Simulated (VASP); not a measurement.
# Input and output of a VASP HSE06 single-point calculation on BeSe (zincblende)

INCAR, step 1 (PBE orbitals to start from)

```
EDIFF = 1E-5
LWAVE = .TRUE.
SIGMA = 0.01
ENCUT = 520
LREAL = .FALSE.
PREC = Accurate
ISMEAR = 0
NBANDS = 11
NELM = 120
LASPH = .TRUE.
LCHARG = .FALSE.
GGA = PE
```

INCAR, step 2

```
ISTART = 1
LREAL = .FALSE.
NSW = 0
PREC = Accurate
IBRION = -1
LWAVE = .FALSE.
LASPH = .TRUE.
SIGMA = 0.01
ISMEAR = 0
LCHARG = .FALSE.
HFSCREEN = 0.2079
NBANDS = 11
NELM = 120
GGA = PE
ISIF = 2
LHFCALC = .TRUE.
PRECFOCK = Fast
EDIFF = 1E-7
ALGO = Normal
ENCUT = 520
AEXX = 0.25
```

KPOINTS

```
KPOINTS created by Atomic Simulation Environment
0
Gamma
6 6 6
0 0 0
```

KPOINTS_OPT

```
special points
6
Reciprocal
0.0000000000 0.0000000000 0.0000000000 1
0.5000000000 0.0000000000 0.5000000000 1
0.5000000000 0.2500000000 0.7500000000 1
0.3750000000 0.3750000000 0.7500000000 1
0.5000000000 0.5000000000 0.5000000000 1
0.6250000000 0.2500000000 0.6250000000 1
```

POSCAR

```
Be Se
 1.0000000000000000
    -0.0000000000000000    2.5810353740689878    2.5810353740689878
     2.5810353740689878    0.0000000000000000    2.5810353740689878
     2.5810353740689878    2.5810353740689878    0.0000000000000000
 Be  Se
   1   1
Cartesian
  0.0000000000000000  0.0000000000000000  0.0000000000000000
  1.2905176870344939  1.2905176870344939  1.2905176870344939
```

VASP ran with the recommended PBE PAW datasets (8 valence electrons in the cell).

Command

```
mpirun -np 1 vasp_std
```

From OUTCAR

```
k-points           NKPTS =     16   k-points in BZ     NKDIM =    216   number of bands    NBANDS=     11

   NELECT =       8.0000    total number of electrons

   dimension x,y,z NGX =    28 NGY =   28 NGZ =   28
   dimension x,y,z NGXF=    56 NGYF=   56 NGZF=   56

  energy-cutoff  :      520.00
  volume of cell :       34.39
      direct lattice vectors                 reciprocal lattice vectors
     0.000000000  2.581035374  2.581035374    -0.193720708  0.193720708  0.193720708
     2.581035374  0.000000000  2.581035374     0.193720708 -0.193720708  0.193720708
     2.581035374  2.581035374  0.000000000     0.193720708  0.193720708 -0.193720708

 k-points in reciprocal lattice and weights: KPOINTS created by Atomic Simulation Env
   0.00000000  0.00000000  0.00000000       0.005
   0.16666667  0.00000000  0.00000000       0.037
   0.33333333  0.00000000  0.00000000       0.037
   0.50000000  0.00000000  0.00000000       0.019
   0.16666667  0.16666667  0.00000000       0.028
   0.33333333  0.16666667  0.00000000       0.111
   0.50000000  0.16666667  0.00000000       0.111
  -0.33333333  0.16666667  0.00000000       0.111
   ...

 E-fermi :   2.7870

 k-point     1 :       0.0000    0.0000    0.0000
  band No.  band energies     occupation
      1     -12.3651      2.00000
      2       2.6629      2.00000
      3       2.6629      2.00000
      4       2.6629      2.00000
      5       8.0359      0.00000
      6       8.7448      0.00000
      7       8.7448      0.00000
      8       8.7448      0.00000
      9      15.9150      0.00000
     10      16.4063      0.00000
     11      16.4063      0.00000

 k-point     2 :       0.1667    0.0000    0.0000
  band No.  band energies     occupation
      1     -12.0702      2.00000
      2       0.5416      2.00000
      3       2.3061      2.00000
      4       2.3061      2.00000
      5       8.2341      0.00000
      6       9.3249      0.00000
      7       9.3249      0.00000
      8      10.6450      0.00000
      9      15.1558      0.00000
     10      15.1558      0.00000
     11      16.1115      0.00000

 k-point     3 :       0.3333    0.0000    0.0000
  band No.  band energies     occupation
      1     -11.3503      2.00000
      2      -2.2794      2.00000
      3       1.7489      2.00000
      4       1.7489      2.00000
      5       8.0584      0.00000
      6       9.7883      0.00000
      7       9.7883      0.00000
      8      13.3284      0.00000
      9      15.8476      0.00000
     10      15.8476      0.00000
     11      16.0088      0.00000

 k-point     4 :       0.5000    0.0000    0.0000
  band No.  band energies     occupation
      1     -10.8828      2.00000
      2      -3.5159      2.00000
      3       1.5198      2.00000
      4       1.5198      2.00000
      5       7.9725      0.00000
      6       9.7133      0.00000
      7       9.7133      0.00000
      8      13.8394      0.00000
      9      17.5072      0.00000
     10      18.3306      0.00000
     11      18.3306      0.00000

 k-point     5 :       0.1667    0.1667    0.0000
  band No.  band energies     occupation
      1     -11.9718      2.00000
      2       0.8484      2.00000
      3       1.6628      2.00000
      4       1.6628      2.00000
      5       7.9357      0.00000
      6       9.8448      0.00000
      7      10.3881      0.00000
      8      10.3881      0.00000
      9      13.3550      0.00000
     10      17.0103      0.00000
     11      17.2094      0.00000

 k-point     6 :       0.3333    0.1667    0.0000
  band No.  band energies     occupation
      1     -11.3846      2.00000
      2      -1.4044      2.00000
      3       1.0518      2.00000
      4       1.0630      2.00000
      5       8.0816      0.00000
      6      10.2188      0.00000
      7      10.8835      0.00000
      8      11.3199      0.00000
      9      15.2126      0.00000
     10      17.4352      0.00000
     11      17.5790      0.00000

 k-point     7 :       0.5000    0.1667    0.0000
  band No.  band energies     occupation
      1     -10.7753      2.00000
      2      -3.0665      2.00000
      3       0.2987      2.00000
      4       0.9868      2.00000
      5       8.2920      0.00000
      6      10.2882      0.00000
      7      11.0284      0.00000
      8      12.8468      0.00000
      9      16.1128      0.00000
     10      18.3659      0.00000
     11      18.7344      0.00000

 k-point     8 :      -0.3333    0.1667    0.0000
  band No.  band energies     occupation
      1     -10.9358      2.00000
      2      -2.6745      2.00000
      3       0.0224      2.00000
      4       1.4628      2.00000
      5       8.7496      0.00000
      6      10.2607      0.00000
      7      10.5350      0.00000
      8      13.2782      0.00000
      9      15.0597      0.00000
     10      16.1584      0.00000
     11      18.9328      0.00000

 k-point     9 :      -0.1667    0.1667    0.0000
  band No.  band energies     occupation
      1     -11.6260      2.00000
      2      -0.8056      2.00000
      3       0.7071      2.00000
      4       2.1624      2.00000
      5       9.0118      0.00000
      6       9.7118      0.00000
      7      10.0454      0.00000
      8      11.4562      0.00000
      9      13.8590      0.00000
     10      16.0895      0.00000
     11      17.7200      0.00000

 k-point    10 :       0.3333    0.3333    0.0000
  band No.  band energies     occupation
      1     -11.0071      2.00000
      2      -1.6759      2.00000
      3       0.3340      2.00000
      4       0.3340      2.00000
      5       6.8120      0.00000
      6       8.5368      0.00000
      7      13.5220      0.00000
      8      13.5220      0.00000
      9      15.7506      0.00000
     10      18.7688      0.00000
     11      19.1859      0.00000

 k-point    11 :       0.5000    0.3333    0.0000
  band No.  band energies     occupation
      1     -10.5226      2.00000
      2      -2.5036      2.00000
      3      -0.7522      2.00000
      4       0.1633      2.00000
      5       7.0668      0.00000
      6       9.1801      0.00000
      7      13.7407      0.00000
      8      13.9399      0.00000
      9      17.1838      0.00000
     10      18.8614      0.00000
     11      18.9924      0.00000

 k-point    12 :      -0.3333    0.3333    0.0000
  band No.  band energies     occupation
      1     -10.4861      2.00000
      2      -2.3434      2.00000
      3      -1.7040      2.00000
      4       0.6394      2.00000
      5       7.7918      0.00000
      6      12.3010      0.00000
      7      12.6979      0.00000
      8      13.2999      0.00000
      9      13.7846      0.00000
     10      15.7712      0.00000
     11      20.5325      0.00000

 k-point    13 :       0.5000    0.5000    0.0000
  band No.  band energies     occupation
      1     -10.3722      2.00000
      2      -2.8658      2.00000
      3      -0.1747      2.00000
      4      -0.1747      2.00000
      5       6.1611      0.00000
      6       7.7861      0.00000
      7      15.8642      0.00000
      8      15.8642      0.00000
      9      18.6939      0.00000
     10      18.9524      0.00000
     11      20.3316      0.00000

 k-point    14 :       0.5000    0.3333    0.1667
  band No.  band energies     occupation
      1     -10.8231      2.00000
      2      -2.1474      2.00000
      3      -0.5678      2.00000
      4       0.6092      2.00000
      5       8.7699      0.00000
      6      10.1372      0.00000
      7      10.5778      0.00000
      8      13.4190      0.00000
      9      15.9611      0.00000
     10      17.0317      0.00000
     11      19.6472      0.00000

 k-point    15 :      -0.3333    0.3333    0.1667
  band No.  band energies     occupation
      1     -10.4859      2.00000
      2      -2.5986      2.00000
      3      -1.0807      2.00000
      4       0.1263      2.00000
      5       9.3438      0.00000
      6       9.8481      0.00000
      7      12.5984      0.00000
      8      12.9953      0.00000
      9      14.3874      0.00000
     10      18.7395      0.00000
     11      19.1131      0.00000

 k-point    16 :      -0.3333    0.5000    0.1667
  band No.  band energies     occupation
      1     -10.3434      2.00000
      2      -2.4371      2.00000
      3      -0.9956      2.00000
      4      -0.6751      2.00000
      5       8.2184      0.00000
      6       9.6204      0.00000
      7      12.8423      0.00000
      8      13.5742      0.00000
      9      17.5257      0.00000
     10      17.7583      0.00000
     11      20.1141      0.00000

  Total       -0.1692490     -0.1692490     -0.1692490      0.0000000      0.0000000     -0.0000000
  in kB       -7.8854212     -7.8854212     -7.8854212      0.0000000      0.0000000     -0.0000000
  external PRESSURE =      -7.8854212 kB  Pullay stress =       0.0000000 kB

 POSITION                                       TOTAL-FORCE (eV/Angst)
 -----------------------------------------------------------------------------------
      0.00000      0.00000      0.00000         0.000000      0.000000      0.000000
      1.29052      1.29052      1.29052        -0.000000     -0.000000     -0.000000
 -----------------------------------------------------------------------------------
    total drift:                               -0.000000     -0.000000      0.000000

  FREE ENERGIE OF THE ION-ELECTRON SYSTEM (eV)
  ---------------------------------------------------
  free  energy   TOTEN  =       -10.1219185096 eV

  energy  without entropy=      -10.1219185096  energy(sigma->0) =      -10.12191851
```

* gap between bands v and c: 3.50 eV
* least direct gap: 5.37 eV
* pressure: -0.8 GPa

Band v is the last that the valence electrons fill when counted band by band, and c is the next.

The run (its last step) took about 6.5 min on one core of a shared host (Intel Xeon Platinum 8488C) and held 0.29 GiB at most.
